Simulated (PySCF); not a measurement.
How well do the runs reproduce experiment for benzaldehyde?

**Experimental background.**

From NIST CCCBDB Release 22 (SRD 101), experimental dipoles, for the gas: dipole moment 3.14 D.

From NIST CCCBDB Release 22 (SRD 101), experimental polarizabilities, for the gas: mean polarisability 12.8 Å³.

The results are set against them at the end.

Species: benzaldehyde, C7H6O.
SMILES with atom numbers: `[O:1]=[CH:2][c:3]1[cH:4][cH:5][cH:6][cH:7][cH:8]1` (hydrogens: H9 on C2; H10 on C4; H11 on C5; H12 on C6; H13 on C7; H14 on C8)

Structure used (PBE0-D3(BJ)/def2-SVP), in Å, numbered top down from 1:
```
atom  x, y, z in Å
O1     2.8772   -1.4383   -0.0926
C2     2.3330   -0.3702   -0.2166
C3     0.8800   -0.1411   -0.0596
C4     0.3524    1.1442   -0.2173
C5    -1.0152    1.3605   -0.0672
C6    -1.8553    0.2902    0.2402
C7    -1.3319   -0.9968    0.3981
C8     0.0324   -1.2130    0.2492
H9     2.9209    0.5503   -0.4696
H10    1.0220    1.9752   -0.4586
H11   -1.4290    2.3639   -0.1896
H12   -2.9285    0.4587    0.3582
H13   -1.9964   -1.8298    0.6386
H14    0.4748   -2.2049    0.3663
```

The PySCF runs (gas phase, on this PBE0-D3(BJ)/def2-SVP geometry; no spin–orbit coupling):

```
              level                                                                            job  basis functions
   LC-wPBE/pcSseg-1                                                                     shieldings              166
      PBE0/def2-SVP             10 singlets by full TDDFT, 4 Tamm–Dancoff triplets, polarisability              142
     PBE0/def2-TZVP             10 singlets by full TDDFT, 4 Tamm–Dancoff triplets, polarisability              284
      BP86/pcSseg-1                                             shieldings, ring-centre shieldings              166
        PBE0/6-31G*             10 singlets by full TDDFT, 4 Tamm–Dancoff triplets, polarisability              124
        PBE0/STO-3G                shieldings, ring-centre shieldings, charges and field gradients               46
      PBE/def2-SVPD  10 singlets by full TDDFT, 4 Tamm–Dancoff triplets, polarisability, ΔSCF ions              211
  LC-wPBE/def2-SVPD  10 singlets by full TDDFT, 4 Tamm–Dancoff triplets, polarisability, ΔSCF ions              211
       PBE0/6-31+G*             10 singlets by full TDDFT, 4 Tamm–Dancoff triplets, polarisability              156
      B3LYP/6-31G-J        spin–spin couplings from 13 perturbed nuclei, spin–dipole term left out              120
      B3LYP/cc-pVTZ        spin–spin couplings from 13 perturbed nuclei, spin–dipole term left out              324
    B3LYP/def2-TZVP        spin–spin couplings from 13 perturbed nuclei, spin–dipole term left out              284
  wB97X-D/def2-SVPD  10 singlets by full TDDFT, 4 Tamm–Dancoff triplets, polarisability, ΔSCF ions              211
    B3LYP/def2-SVPD  10 singlets by full TDDFT, 4 Tamm–Dancoff triplets, polarisability, ΔSCF ions              211
BHandHLYP/def2-SVPD  10 singlets by full TDDFT, 4 Tamm–Dancoff triplets, polarisability, ΔSCF ions              211
CAM-B3LYP/def2-SVPD  10 singlets by full TDDFT, 4 Tamm–Dancoff triplets, polarisability, ΔSCF ions              211
      LDA/def2-SVPD  10 singlets by full TDDFT, 4 Tamm–Dancoff triplets, polarisability, ΔSCF ions              211
   PBE0/aug-cc-pVDZ             10 singlets by full TDDFT, 4 Tamm–Dancoff triplets, polarisability              238
```

All basis functions are spherical.

## Comparison

**Dipole moment.** Measured: 3.14 D (NIST CCCBDB Release 22 (SRD 101), experimental dipoles).

| level | computed (D) | computed − measured (D) | % (from the printed values) |
| --- | --- | --- | --- |
| LC-wPBE/pcSseg-1 | 3.24 | +0.10 | +3 |
| PBE0/def2-SVP | 3.16 | +0.02 | +1 |
| PBE0/def2-TZVP | 3.37 | +0.23 | +7 |
| BP86/pcSseg-1 | 3.25 | +0.11 | +4 |
| PBE0/6-31G* | 3.23 | +0.09 | +3 |
| PBE0/STO-3G | 1.89 | -1.25 | -40 |
| PBE/def2-SVPD | 3.40 | +0.26 | +8 |
| LC-wPBE/def2-SVPD | 3.39 | +0.25 | +8 |
| PBE0/6-31+G* | 3.48 | +0.34 | +11 |
| B3LYP/6-31G-J | 3.45 | +0.31 | +10 |
| B3LYP/cc-pVTZ | 3.32 | +0.18 | +6 |
| B3LYP/def2-TZVP | 3.40 | +0.26 | +8 |

12 of the 35 levels run are shown, the closest and the furthest among them. The computed dipoles belong to one fixed geometry; measured ones are averaged over vibrations unless marked μe. Magnitudes are compared, not signs.

**Mean polarisability.** Measured: 12.8 Å³ (NIST CCCBDB Release 22 (SRD 101), experimental polarizabilities).

```
              level  computed (Å³)  computed − measured (Å³)  % (from the printed values)
  wB97X-D/def2-SVPD          12.47                     -0.33                           -3
    B3LYP/def2-SVPD          12.65                     -0.15                           -1
BHandHLYP/def2-SVPD          12.29                     -0.51                           -4
CAM-B3LYP/def2-SVPD          12.44                     -0.36                           -3
      LDA/def2-SVPD          13.00                     +0.20                           +2
      PBE/def2-SVPD          12.91                     +0.11                           +1
  LC-wPBE/def2-SVPD          12.11                     -0.69                           -5
        PBE0/6-31G*          10.35                     -2.45                          -19
   PBE0/aug-cc-pVDZ          12.80                      0.00                            0
      PBE0/def2-SVP          10.86                     -1.94                          -15
     PBE0/def2-TZVP          12.17                     -0.63                           -5
       PBE0/6-31+G*          12.11                     -0.69                           -5
```

Closest is PBE0/aug-cc-pVDZ (0.00 Å³), furthest PBE0/6-31G* (-2.45 Å³); one molecule doesn't rank methods. The computed values are static and purely electronic, with core orbitals frozen in the response (1 au = 0.148185 Å³). The table of measured values doesn't say here whether a value is static or optical, or holds a vibrational part.

The geometry is computed, not the measured one. Where a level misses, the cause wasn't examined.
